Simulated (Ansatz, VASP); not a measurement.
BN: VASP beside Ansatz

```
CELL_PARAMETERS angstrom
2.44800 0.00000 0.00000
-1.22400 2.12003 0.00000
0.00000 0.00000 26.00000
ATOMIC_POSITIONS crystal
B 0.00000 0.00000 0.51373
N 0.66667 0.33333 0.48627
```

Alike in both runs: task single point; functional PBE; dispersion D3(BJ); k mesh 12 × 12 × 1; occupations gaussian, width 0.02 eV; no spin polarisation.

|  | VASP | Ansatz |
| --- | --- | --- |
| version | VASP 6.6.1 | Ansatz 0.2.0 |
| potentials or method | VASP PAW PBE potentials, release 64 (B, N) | scalar-relativistic, plane waves, PAW |
| plane-wave cutoff (eV) | 520 | 420 |
| valence electrons in the cell | 8 | 8 |

|  | VASP | Ansatz | Ansatz less VASP |
| --- | --- | --- | --- |
| gap on the k mesh at the Fermi level (eV) | none | none | - |
| rms of the force components (eV/Å) | 5.401 | 5.397 | -0.0038 |

Atom by atom the forces differ by 0.004 eV/Å (rms over components). A gap of «none» marks a metal or a gap that the smearing closes.
